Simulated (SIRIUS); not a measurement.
## GaN in SIRIUS: convergence with smearing width

Input of the first run (smearing width 0.4 eV); the others differ in this setting and in those tied to it:

Contents of sirius.json:

```json
{
  "control": {
    "processing_unit": "cpu",
    "verbosity": 2,
    "num_bands_to_print": 21,
    "print_forces": true,
    "print_stress": true
  },
  "parameters": {
    "electronic_structure_method": "pseudopotential",
    "xc_functionals": ["XC_LDA_X", "XC_LDA_C_PW"],
    "gk_cutoff": 10.3,
    "pw_cutoff": 20.6,
    "ngridk": [4, 4, 4],
    "shiftk": [0, 0, 0],
    "smearing": "fermi_dirac",
    "smearing_width": 0.0146997289,
    "num_bands": 21,
    "num_mag_dims": 0,
    "num_dft_iter": 100,
    "energy_tol": 1e-08,
    "density_tol": 1e-06
  },
  "iterative_solver": {
    "type": "davidson",
    "min_tolerance": 1e-10
  },
  "mixer": {
    "type": "anderson",
    "beta": 0.7,
    "max_history": 8
  },
  "settings": {
    "tol_ne": 1e-10
  },
  "unit_cell": {
    "lattice_vectors": [
      [0.0, 4.258498969853, 4.258498969853],
      [4.258498969853, 0.0, 4.258498969853],
      [4.258498969853, 4.258498969853, 0.0]
    ],
    "atom_coordinate_units": "lattice",
    "atom_types": ["Ga", "N"],
    "atom_files": {
      "N": "N.json",
      "Ga": "Ga.json"
    },
    "atoms": {
      "Ga": [
        [0.0191, 0.001291, -0.031378]
      ],
      "N": [
        [0.243157, 0.240328, 0.230688]
      ]
    }
  }
}
```

Potentials or basis: PseudoDojo 0.4.1 LDA stringent (scalar relativistic).

The run is started by

```bash
$ upf_to_json N.upf
$ upf_to_json Ga.upf
$ OMP_NUM_THREADS=1 sirius.scf --input=sirius.json --output=out.json --task=0
```

The cell isn't the ideal one: atoms moved at random, drawn with an rms of 0.1 Å.

The cell is a database's computed one.

Hardware: 1 thread of Arm Neoverse V1, on a shared host.

```csv
smearing width,"energy less the tightest run, at zero smearing (meV/atom)",pressure (GPa),largest force (eV/Å),gap on the mesh (eV),SCF cycles,CPU time (s),peak memory (GiB)
0.4 eV,4.03,-6.74,1.046,1.583,20,80,0.35
0.3 eV,1.60,-7.00,1.049,1.579,18,74,0.35
0.2 eV,0.33,-7.17,1.051,1.577,18,74,0.35
0.136 eV,0.04,-7.21,1.052,1.577,18,74,0.35
0.1 eV,0.00,-7.21,1.052,1.577,18,73,0.35
0.05 eV,0.00,-7.21,1.052,1.577,18,72,0.36
0.025 eV,0.00,-7.21,1.052,1.577,18,73,0.35
0.01 eV,0.00,-7.21,1.052,1.577,18,73,0.36
```

Against the tightest run, the energy stays within 1 meV/atom from 0.2 eV on; the pressure stays within 0.1 GPa from 0.2 eV on; the largest force stays within 0.005 eV/Å from 0.3 eV on; the gap on the mesh stays within 0.01 eV from 0.4 eV on. The tightest run that finished is the yardstick and may itself not be fully converged.

Caveat, for the tightest run too: the k mesh is coarse (spacing up to 0.60 Å⁻¹), so the values aren't converged.
